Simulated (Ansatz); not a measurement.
Sb, DFT, PBE, all-electron LAPW, scalar-relativistic (Ansatz 0.2.0), run on 1 thread of Arm Neoverse N1 on a shared host.

The cell is COD entry 9013008, as deposited and not checked against the literature; nothing was relaxed. The listed cell was then made from it by scaling, straining or moving an atom.

Command: `ansatz run input.yaml --threads 1 --pin off --max-ram 3072MiB --backend cpu --events-out ev --progress --plain --runs-dir out`

```yaml
crystal:
  lattice:
    - [3.16, -0.0474, -0.0474]
    - [-0.0474, 3.16, -0.0474]
    - [-0.0474, -0.0474, 3.16]
  atoms:
    - { symbol: Sb, position: [0.0, 0.0, 0.0] }
kpoints:
  mp_grid: { grid: [13, 13, 13] }
  band_path:
    path:
      - [0.0, 0.0, 0.0]
      - [0.5, 0.0, 0.0]
      - [0.5, -0.5, 0.5]
      - [0.4710985464, -0.5289014536, 0.4710985464]
      - [0.4710985464, 0.4710985464, 0.4710985464]
      - [0.0, 0.0, 0.0]
      - [0.5, -0.5, 0.0]
    npoints: 5
scf:
  occupations: { method: fermi_dirac, width: 0.05 }
hamiltonian:
  xc: pbe
  pseudopotentials: { kind: all_electron, lapw: { basis_error: 0.001 } }
output:
  forces: true
  stress: true
  eigenvalues: true
```

(1) How large is the problem that the program sets up?

(2) Estimate the wall time and the peak memory.

Results:

(1) 231 irreducible k-points, 177 plane waves at Γ, 16 bands.

(2) 30 s of wall time for 6 SCF iterations, with a peak of 0.36 GiB. Times on shared machines scatter by tens of per cent.
